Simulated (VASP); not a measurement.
Input of a VASP 6.6.1 run:

INCAR

```
SYSTEM = Cu
PREC = Accurate
ENCUT = 600
EDIFF = 1E-7
ISMEAR = 1
SIGMA = 0.1
LREAL = .False.
LASPH = .True.
NELM = 80
ALGO = Normal
ISIF = 3
LWAVE = .False.
LCHARG = .False.
GGA = PE
IBRION = 2
NSW = 90
EDIFFG = -0.005
PSTRESS = 211.0
```

Contents of KPOINTS:

```
Automatic mesh
0
Gamma
  18 18 18
  0 0 0
```

The input POSCAR:

```
Cu                                      
1.0
   -0.0000000000      1.7493626656      1.7493626656
    1.7493626656      0.0000000000      1.7493626656
    1.7493626656      1.7493626656     -0.0000000000
  Cu            
     1
Direct
     0.0000000000000000    0.0000000000000000    1.0000000000000000
```

Potentials or basis: VASP PAW PBE potentials, release 64 (Cu).

The run is started by

```sh
$ cat potpaw_PBE.64/Cu/POTCAR > POTCAR
$ mpirun -np 1 vasp_std > vasp.out
```

(1) Predict the relaxed cell.

(2) Estimate the space group after relaxing (to 0.05 Å).

(3) What does it give for the relaxed volume?

## Answers

(1) a = 2.474 Å, b = 2.474 Å, c = 2.474 Å, α = 60.00°, β = 60.00°, γ = 60.00°.

(2) Fm-3m (No. 225).

(3) 10.71 Å³/atom.

Caveat: the cell is relaxed towards a set pressure, so the enthalpy falls and the energy may rise.
